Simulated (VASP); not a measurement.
Here is a VASP 6.6.1 calculation.

The input INCAR:

```
PREC     = Accurate       # precision mode
ENCUT    = 520            # plane-wave cutoff, eV
EDIFF    = 1E-6           # SCF threshold, eV
ISMEAR   = 0              # smearing method
SIGMA    = 0.1            # smearing width, eV
LREAL    = False          # projectors in reciprocal space
LASPH    = True           # aspherical terms in the spheres
NELM     = 100            # most SCF steps
ALGO     = Fast           # electronic algorithm
ISIF     = 2              # what is computed and relaxed
LWAVE    = False          # write WAVECAR
LCHARG   = False          # write CHGCAR
LDIPOL   = True         
IDIPOL   = 3            
DIPOL    = 0.5 0.5 0.498
GGA      = CA             # functional
NBANDS   = 24             # bands
```

KPOINTS

```
Automatic mesh
0
Gamma
  11 8 1
```

File POSCAR:

```
Os
1.0
    2.6886344692      0.0000000000      0.0000000000
    0.0000000000      3.8023033306      0.0000000000
    0.0000000000      0.0000000000     18.0329517038
Os
4
Direct
    0.5000000000      0.5000000000      0.3881782703
    0.0000000000      0.0000000000      0.4627260901
    0.5000000000      0.5000000000      0.5375125605
    0.0000000000      0.0000000000      0.6016270878
```

Potentials or basis: VASP PAW LDA potentials, release 64 (Os).

Launch:

```sh
$ cat potpaw_LDA.64/Os/POTCAR > POTCAR
$ mpirun -np 1 vasp_std > vasp.out
```

(1) Predict the band gap on the k mesh.

(2) What does it give for the largest force?

Answers

(1) none (metal or under the smearing width).

(2) 2.218 eV/Å.
